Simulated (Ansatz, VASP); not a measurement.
**One calculation of NaH, two programs**

```
Na H
1.0
     0.00000    2.44000    2.47660
     2.44000    0.00000    2.47660
     2.44000    2.44000    0.00000
Na H
1 1
Direct
  0.00000 0.00000 0.00000
  0.50000 0.50000 0.50000
```

Change from the starting cell: strain +0.000 along x and y, +0.015 along z, atoms carried along.

Alike in both runs: task single point; functional LDA; k mesh 8 × 8 × 8; occupations gaussian, width 0.05 eV; no spin polarisation.

|  | VASP | Ansatz |
| --- | --- | --- |
| version | VASP 6.6.1 | Ansatz 0.2.0 |
| potentials or method | VASP PAW LDA potentials, release 64 (Na_pv, H) | scalar-relativistic, plane waves, PAW |
| plane-wave cutoff (eV) | 520 | 420 |
| valence electrons in the cell | 8 | 10 |

```tsv
	VASP	Ansatz	Ansatz less VASP
gap on the k mesh at the Fermi level (eV)	3.33	3.33	+0.001
least direct gap on the mesh (eV)	4.23	4.24	+0.003
pressure (GPa)	-2.9	-2.8	+0.05
largest component of the traceless stress (GPa)	0.21	0.21	-0.003
```

The two sets of potentials don't hold the same shells in valence.

A k mesh can miss the band edges.
